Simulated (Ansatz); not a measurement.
# SiC (F-43m):H_i (antibonding, by C), thermodynamic levels from a 54-atom cell

Aim: at which Fermi levels does H_i (antibonding, by C) in SiC (F-43m) change its charge? The model is a cell of 54 host atoms with 1 H put in.

Method: place-levels on r2SCAN runs: charge-transition levels and formation energies with image-charge correction and potential alignment at the atomic sites; PAW set soft_1, in Ansatz 0.2.0.

## 1. Set-up

The cell holds 55 atoms: 27 Si, 27 C and 1 H. Its edges and angles: a = 8.964 Å, b = 8.964 Å, c = 8.964 Å, α = 60.0°, β = 60.0°, γ = 60.0°. It derives from SiC (space group F-43m). Nearest the centre at fractional (0.465, 0.465, 0.271): H55 at 0.00 Å, C28 at 1.07 Å, Si33 at 1.78 Å, Si45 at 1.78 Å, Si27 at 1.78 Å, C44 at 2.21 Å, C32 at 2.21 Å, C26 at 2.21 Å.

As a file:

```xyz
55
Lattice="0.0000 6.3388 6.3388 6.3388 0.0000 6.3388 6.3388 6.3388 0.0000" Properties=species:S:1:pos:R:3 pbc="T T T"
Si    0.0000    0.0000    0.0000
C     1.0565    1.0565    1.0565
Si    2.1129    2.1129    0.0000
C     3.1694    3.1694    1.0565
Si    4.2259    4.2259    0.0000
C     5.2824    5.2824    1.0565
Si    2.1129    0.0000    2.1129
C     3.1694    1.0565    3.1694
Si    4.2259    2.1129    2.1129
C     5.2824    3.1694    3.1694
Si    6.3388    4.2259    2.1129
C     7.3953    5.2824    3.1694
Si    4.2259    0.0000    4.2259
C     5.2824    1.0565    5.2824
Si    6.3388    2.1129    4.2259
C     7.3953    3.1694    5.2824
Si    8.4518    4.2259    4.2259
C     9.5083    5.2824    5.2824
Si    0.0000    2.1129    2.1129
C     1.0565    3.1694    3.1694
Si    2.1129    4.2259    2.1129
C     3.1694    5.2824    3.1694
Si    4.2259    6.3388    2.1129
C     5.2824    7.3953    3.1694
Si    2.1129    2.1129    4.2259
C     3.1694    3.1694    5.2824
Si    4.2259    4.2259    4.2259
C     5.2824    5.2824    5.2824
Si    6.3388    6.3388    4.2259
C     7.3953    7.3953    5.2824
Si    4.2259    2.1129    6.3388
C     5.2824    3.1694    7.3953
Si    6.3388    4.2259    6.3388
C     7.3953    5.2824    7.3953
Si    8.4518    6.3388    6.3388
C     9.5083    7.3953    7.3953
Si    0.0000    4.2259    4.2259
C     1.0565    5.2824    5.2824
Si    2.1129    6.3388    4.2259
C     3.1694    7.3953    5.2824
Si    4.2259    8.4518    4.2259
C     5.2824    9.5083    5.2824
Si    2.1129    4.2259    6.3388
C     3.1694    5.2824    7.3953
Si    4.2259    6.3388    6.3388
C     5.2824    7.3953    7.3953
Si    6.3388    8.4518    6.3388
C     7.3953    9.5083    7.3953
Si    4.2259    4.2259    8.4518
C     5.2824    5.2824    9.5083
Si    6.3388    6.3388    8.4518
C     7.3953    7.3953    9.5083
Si    8.4518    8.4518    8.4518
C     9.5083    9.5083    9.5083
H     4.6668    4.6668    5.8979
```

Screening for the image-charge correction: ε∞ = 7.06, ε0 = 10.43, computed on the host (DFPT, PBEsol, on the r2SCAN cell), and a cell off the functional's own equilibrium shifts the ionic part.

The relaxed host is scaled by −3.0 % along all axes; the dielectric constants are those of the unstrained host.

The cell's shortest repeat is 9.0 Å.

## 2. The runs of each charge state

A transition level is the Fermi level at which two charge states cost the same, so each charge needs its own total energy, at its own relaxed structure.

Random displacements of about 0.05 Å break the site symmetry at the start, so that the relaxation can reach a distorted minimum if there is one. Forces are taken on a 2×2×2 shifted mesh. The cell holds 1 electron more than the neutral one, with a uniform background that keeps it neutral on the whole.

The sampling was tested on the host first: at the k-points planned (1x1x1 shifted 0.25 0.25 0.25) its energy lies 0.123 eV an atom from the dense-mesh value, so the final energies take a denser sampling.

One of the inputs; charge, spin and start change from state to state.

The input, qm1.relax/input.yaml:

```yaml
crystal:
  lattice:
    - [0.0, 2.11294736, 2.11294736]
    - [2.11294736, 0.0, 2.11294736]
    - [2.11294736, 2.11294736, 0.0]
  atoms:
    - { symbol: Si, position: [0.0, 0.0, 0.0] }
    - { symbol: C, position: [0.25, 0.25, 0.25] }
  supercell: [3, 3, 3]
  defects:
    - { interstitial: { symbol: H, position: [0.465221, 0.465221, 0.271005] } }
total_charge: -1
basis:
  ecutwfc: 500
  xc_grid: 2
hamiltonian:
  xc: r2scan
  pseudopotentials: { kind: paw, azcp: { folder: soft_1 } }
kpoints:
  mp_grid: { grid: [2, 2, 2], shift: [0.5, 0.5, 0.5] }
scf:
  occupations: { method: fixed }
  max_iter: 60
output:
  forces: true
  charged_corrections: { epsilon: 7.06, static_epsilon: 10.43 }
relax:
  f_tol: 0.02
  max_steps: 80
  random_displacement: { amplitude: 0.05, seed: 4135 }
checkpoint:
  write: "../qm1.relax.run"
  compress: false
  write_wavefunctions: true
  write_every: 100000
```

Command:

```
$ ansatz run input.yaml --threads 4 --pin off --max-ram 7536MiB --backend cpu --events-out ev --progress --plain --runs-dir out
```

The run of this state that the levels use, under r2SCAN:

The input, qm1.point/input.yaml:

```yaml
crystal:
  checkpoint: "../qm1.relax.run"
  host: checkpoint
total_charge: -1
basis:
  ecutwfc: 500
  xc_grid: 2
hamiltonian:
  xc: r2scan
  pseudopotentials: { kind: paw, azcp: { folder: soft_1 } }
kpoints:
  mp_grid: { grid: [2, 2, 2], shift: [0.5, 0.5, 0.5] }
scf:
  occupations: { method: fixed }
  max_iter: 60
output:
  forces: true
  eigenvalues: true
  charged_corrections:
    epsilon: 7.06
    static_epsilon: 10.43
    defect_position: [0.465221, 0.465221, 0.271005]
  eigenstates: { localisation: true }
  populations: true
  band_densities: [{ bands: [v1, v1] }, { bands: [c1, c1] }]
  write_density: true
  write_potential: true
  volumetric_format: npy
  elf: true
checkpoint:
  read: "../qm1.relax.run"
  write: "../qm1.point.run"
  compress: false
  write_wavefunctions: false
  write_every: 100000
```

Relaxations under r2SCAN at a 2×2×2 shifted mesh; times on 4 threads of Arm Neoverse V1, shared host:

| charge | moment (μB) | occupations | outcome | steps | largest displacement against the far atoms (Å) | time |
| --- | --- | --- | --- | --- | --- | --- |
| −1 | 0 | fixed | converged | 22 | 1.73 | 7 min |
| 0 | 1 | fixed | converged | 15 | 0.37 | 13 min |
| +1 | 0 | fixed | converged | 6 | 0.11 | 2.4 min |

Single points under r2SCAN at a 2×2×2 shifted mesh; times on 4 threads of Arm Neoverse V1, shared host:

| charge | moment (μB) | occupations | outcome | time |
| --- | --- | --- | --- | --- |
| −1 | 0 | fixed | converged | 34 s |
| 0 | 1 | fixed | converged | 50 s |
| +1 | 0 | fixed | converged | 23 s |

Distances (Å) from H55 to the nearest atoms after relaxation with r2SCAN:

```
charge  moment (μB)       1.       2.       3.       4.      5.       6.
    −1            0  Si 1.77  Si 1.77  Si 1.77  Si 1.77  C 2.16   C 2.16
     0            1   C 1.12  Si 1.77  Si 1.78   C 2.06  C 2.07  Si 2.22
    +1            0   C 1.10  Si 1.86  Si 1.94  Si 1.94  C 2.10   C 2.17
```

## 3. Placing the levels, r2SCAN

A charged cell interacts with its images and the background, and its potential has another zero than the host's. place-levels removes the first by a point-charge model, screened by the static dielectric constant since the ions have relaxed around the charge, and the second by comparing potentials at atoms far from the defect.

The host is a run of the defect-free crystal in the same cutoffs, grids and k-points, so that basis and sampling errors cancel in part in the differences. The host is run in a cell of 2 atoms on a matching mesh. Its band edges are searched through the zone by a band path, so the gap is smaller than, or equal to, that on the mesh. Chemical potentials are energies per atom of H (H2 molecule), run with the same functional and cutoff.

The input, levels.point.yaml:

```yaml
host:
  run: host.point.run
states: [qm1.point.run, q0_M1.point.run, qp1.point.run]
geometry_from:
  qm1.point.run: qm1.relax.run
  q0_M1.point.run: q0_M1.relax.run
  qp1.point.run: qp1.relax.run
  host.point.run: host.relax.run
chemical_potentials:
  H:
    energy: -15.945394
    dataset: "<sha256 of the dataset>"
epsilon: 7.06
static_epsilon: 10.43
vertical:
  - { from: qm1.point.run, to: qm1.point_neutral.run }
  - { from: qp1.point.run, to: qp1.point_neutral.run }
```

Command:

```
$ ansatz place-levels levels.point.yaml -- --threads 4 --pin off --max-ram 7536MiB
```

Numbers of over 12 decimals in the logs are rounded to 6 here.

What it wrote:

```text
[... repeated set-up lines and file paths are left out, and long positions are rounded to six places ...]
(+1/0) 1.728 eV above the valence edge (+2.012 eV without the band-filling correction), in the conduction band; not on the lower envelope
(0/-1) 0.928 eV above the valence edge (+0.644 eV without the band-filling correction), 0.714 eV under the conduction edge; not on the lower envelope
(+1/-1) 1.328 eV above the valence edge, 0.315 eV under the conduction edge: charges between them are lowest nowhere
formation energy of charge +1: +1.348 eV with the Fermi level at the valence edge
formation energy of charge 0: +3.076 eV with the Fermi level at the valence edge
formation energy of charge -1: +4.004 eV with the Fermi level at the valence edge
vertical -1 to 0: no energy, since no alignment is typed
  the change from vertical[0].from (qm1.point.run) to vertical[0].to (qm1.point_neutral.run): by its potential at epsilon 7.06 it stands at 0.605 0.604 0.267, with an rms radius of about 2.8 Å (1.6 1.6 1.6 Å across the planes of the cell's vectors); [...]
vertical +1 to 0: no energy, since no alignment is typed
  the change from vertical[1].from (qp1.point.run) to vertical[1].to (qp1.point_neutral.run): by its potential at epsilon 7.06 it stands at 0.332 0.330 0.327, with an rms radius of about 5.1 Å (3.0 3.0 2.8 Å across the planes of the cell's vectors); [...]
  edges by r2scan, gap 1.643 eV; the host is sampled to repeats of 17.93 Å
  the defect's cells are sampled to repeats of 17.93 Å, like sampling
  charge +1: -24087.5753 eV with its correction of +0.291 eV, at epsilon 10.43, aligned at sites: +0.0415 eV, mean over 15 atomic sites at or beyond 4.48 Å from the defect at [0.4652, 0.4652, 0.2710], with -0.000867 for the charge's moments and without [...]
  charge 0: +0.000 eV for its dipole among its images, +0.023 omitted
  charge -1: -24063.7930 eV with its correction of +0.173 eV, at epsilon 10.43, aligned at sites: +0.0764 eV, mean over 15 atomic sites at or beyond 4.48 Å from the defect at [0.4652, 0.4652, 0.2710], with +0.000000 for the charge's moments and without [...]
  of states[2] (qp1.point.run): it parts from the run at its places by a charge that spreads by about 3 Å along one vector (1.3 Å or more is wide), by its potential at epsilon 7.06, taken for that of held ions (one typed too small widens it), where the cell [...]
  of states[1] (q0_M1.point.run): a band-filling correction moves a carrier to the host's band edge, which changes its energy by -0.284 eV; [...]
  of states[0] (qm1.point.run): it parts from the run at its places by a charge that spreads by about 1.6 Å along one vector (1.3 Å or more is wide), by its potential at epsilon 7.06, taken for that of held ions (one typed too small widens it), where the cell [...]
  of vertical[0].from (qm1.point.run): it parts from the run at its places by a charge that spreads by about 1.6 Å along one vector (1.3 Å or more is wide), by its potential at epsilon 7.06, taken for that of held ions (one typed too small widens it), where [...]
  of vertical[0].to (qm1.point_neutral.run): stability_check_not_made
  of vertical[1].from (qp1.point.run): it parts from the run at its places by a charge that spreads by about 3 Å along one vector (1.3 Å or more is wide), by its potential at epsilon 7.06, taken for that of held ions (one typed too small widens it), where the [...]
  of vertical[1].to (qp1.point_neutral.run): stability_check_not_made
```

Wall time 0.33 s (4 threads of Arm Neoverse V1, shared host).

Levels between the charges placed, in eV above the valence top:

|  | gap (eV) | (+1/0) | (0/−1) |
| --- | --- | --- | --- |
| r2SCAN | 1.64 | 1.73 | 0.93 |

Corrections by state:

```csv
charge,moment (μB),image terms and alignment (eV),band filling (eV),ε used,"over the lowest of its charge, as the program ranks them, band filling apart (eV)"
+1,0.0,0.291,-,10.43,0.000
0,1.0,0.000,-0.284,-,0.000
−1,0.0,0.173,-,10.43,0.000
```

The charged structures listed were also run neutral, and place-levels reads from each pair, by the potential or the spins, how wide the charge is by which they differ; that can be the carrier of either run.

| charge | rms radius (Å) | spread where it is widest against the cell (Å) | wide from (Å) | reading |
| --- | --- | --- | --- | --- |
| +1 | 5.1 | 3.03 | 1.27 | wide |
| −1 | 2.8 | 1.60 | 1.27 | wide |

The neutral runs of these pairs need not share the spin of the lowest neutral state, and very wide values only mean spread over the cell.

From the program's caveats on the states, each cut to its opening words:

- charge +1: it parts from the run at its places by a charge that spreads by about 3 Å along one vector (1.3 Å or more is wide), by its potential at epsilon 7.06, taken for [...]
- charge 0 (1 μB): a band-filling correction moves a carrier to the host's band edge, which changes its energy by -0.284 eV
- charge 0 (1 μB): its alignment with the host at atomic sites is doubtful: the mean over the far sites moves by -0.0608 eV from their farther parts to their nearer, more than [...]
- charge 0 (1 μB): flagged: stability check not made
- charge −1: it parts from the run at its places by a charge that spreads by about 1.6 Å along one vector (1.3 Å or more is wide), by its potential at epsilon 7.06, taken [...]

Chemical potentials of the elements' reference phases, run alike. Formation energy by charge state (elemental references; gap 1.64 eV):

| charge | at valence top (eV) | at conduction bottom (eV) | correction included (eV) |
| --- | --- | --- | --- |
| +1 | 1.35 | 2.99 | 0.29 |
| 0 | 3.08 | 3.08 | -0.28 |
| −1 | 4.00 | 2.36 | 0.17 |

(Fermi level (eV), lowest formation energy (eV)): (0.00, 1.35), (0.15, 1.50), (0.30, 1.65), (0.45, 1.80), (0.60, 1.95), (0.75, 2.09), (0.90, 2.25), (1.05, 2.39), (1.20, 2.54), (1.34, 2.66), (1.49, 2.51), (1.64, 2.36)

## 4. Outcome

```
gap of the host                                                             : 1.64 eV (r2SCAN)
level (plus 1/0)                                                            : 1.73 eV above the valence top, past the conduction bottom, not a change between lowest states (2.01 eV above the valence top without the band-filling term)
level (0/minus 1)                                                           : 0.93 eV above the valence top, not a change between lowest states (0.64 eV above the valence top without the band-filling term)
level (plus 1/minus 1)                                                      : 1.33 eV above the valence top
lowest of the charges placed, just above the valence top (0.02 eV)          : +1
lowest of the charges placed, just below the conduction bottom (0.02 eV)    : −1
lowest formation energy at mid-gap of the charges run, elemental references : 2.17 eV
```

In words: Of the charges placed (−1, 0 and +1), the lowest changes at 1.33 eV (+1/−1) above the valence top, in a gap of 1.64 eV. (+1/−1) passes over charge 0, which lies 0.40 eV above the two there; a lower structure or spin state of it, if missed, would change that. Charges above +1 and below −1 were not placed, so these runs say nothing of levels that involve them. States placed: +1 at 0 μB; 0 at 1 μB; −1 at 0 μB. Other spin states or structures, where not listed, weren't placed. The program finds carriers beyond a band edge of the host and adds a band-filling term at charge 0 (-0.28 eV); steps to such a charge show no bound level, and a defect level inside a band would be read the same way. At charge −1 the atom put in ends up to 1.7 Å from its starting place, so the name tells the start alone and the levels can join different sites. H is taken at its element; compounds, which aren't counted here, bound the chemical potentials and would shift these formation energies. The program doubts the alignment of potentials for at least one state, a sign that the cell is small. Keep in mind: the images are only 9.0 Å apart; r2SCAN makes the gap too small and tends to spread out bound carriers.

[Logs are printed without paths, hosts, clocks, repeated set-up lines and the standing remarks that a program may print on its own settings, such as how far it seeks lower states.]

[Hosts, paths, dates, database ids (printed as entryN), source tags and the programs' standing remarks are cut or masked in the printed files.]

[Where a table of states has a column of steps, it counts the stored structures, which are thinned; the runs took as many ionic steps or more.]

[A defect's name tells the site on which it was built; relaxed atoms can leave that site.]

[For some hosts the program warned that the k-mesh of the response run may be too coarse for force constants and the static dielectric constant; such warnings are not shown here.]
